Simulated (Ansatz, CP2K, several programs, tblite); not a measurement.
Energy against volume for MgO built on the CsCl prototype, at fixed shape and fractional coordinates, computed by several methods (PBE and r2SCAN, where shown, with plane waves in Ansatz); the cell shown is that of r2SCAN. Space group Pm-3m (No. 221), cubic; conventional cell a = 2.623 Å, 9.03 Å³ an atom. Around Mg lie 8 O at 2.27 Å; around O lie 8 Mg at 2.27 Å. Spin-unpolarised throughout. Whether this structure exists isn't addressed. Energies count from each curve's lowest point; fits are third-order Birch-Murnaghan.

```cif
data_structure
_symmetry_space_group_name_H-M 'P 1'
_symmetry_Int_Tables_number 1
_cell_length_a 2.6233
_cell_length_b 2.6233
_cell_length_c 2.6233
_cell_angle_alpha 90.000
_cell_angle_beta 90.000
_cell_angle_gamma 90.000
_cell_volume 18.05
loop_
_atom_site_label
_atom_site_type_symbol
_atom_site_fract_x
_atom_site_fract_y
_atom_site_fract_z
_atom_site_occupancy
Mg1 Mg 0.00000 0.00000 0.00000 1
O1 O 0.50000 0.50000 0.50000 1
```

Q: PBE, on the shape of its own relaxed cell, gives
```tsv
V (Å³/atom)	E (meV/atom)
8.844	16.21
9.126	3.80
9.409	0.00
9.691	3.44
9.973	13.21
```
What equilibrium volume and bulk modulus follow?

A: V₀ = 9.41 Å³ an atom and B₀ = 138 GPa.

GFN1-xTB (tblite), on the shape of the cell shown, as a cluster of 128 atoms at the zone centre:
```
V (Å³/atom)  E (meV/atom)
      7.944        396.67
      8.485        223.07
      9.027        109.36
      9.569         38.69
     10.110          0.00
```
This method closes the gap of a crystal that DFT finds insulating, so its curve rests on a wrong state.
The lowest point is an end point, so the minimum isn't bracketed.

Q: PBE/DZVP (CP2K), on the shape of the cell shown, gives

| V (Å³/atom) | E (meV/atom) |
| --- | --- |
| 7.944 | 181.27 |
| 8.485 | 76.98 |
| 9.027 | 20.67 |
| 9.569 | 0.00 |
| 10.110 | 6.17 |

What equilibrium volume and bulk modulus follow?

A: V₀ = 9.69 Å³ an atom and B₀ = 132 GPa.

light PBE (260 eV, its own mesh), on the shape of the cell shown:
```csv
V (Å³/atom),E (meV/atom)
8.305,93.35
8.666,19.58
9.027,0.00
9.388,12.55
9.749,41.32
10.110,52.38
```
The points scatter about a smooth fit, as a low cutoff and a light mesh can make them, so no fit is quoted.

Q: r2SCAN, on the shape of its own relaxed cell, gives
```
V (Å³/atom)  E (meV/atom)
      8.485         17.84
      8.756          4.23
      9.027          0.00
      9.298          3.79
      9.569         14.50
```
What equilibrium volume and bulk modulus follow?

A: V₀ = 9.03 Å³ an atom and B₀ = 158 GPa.
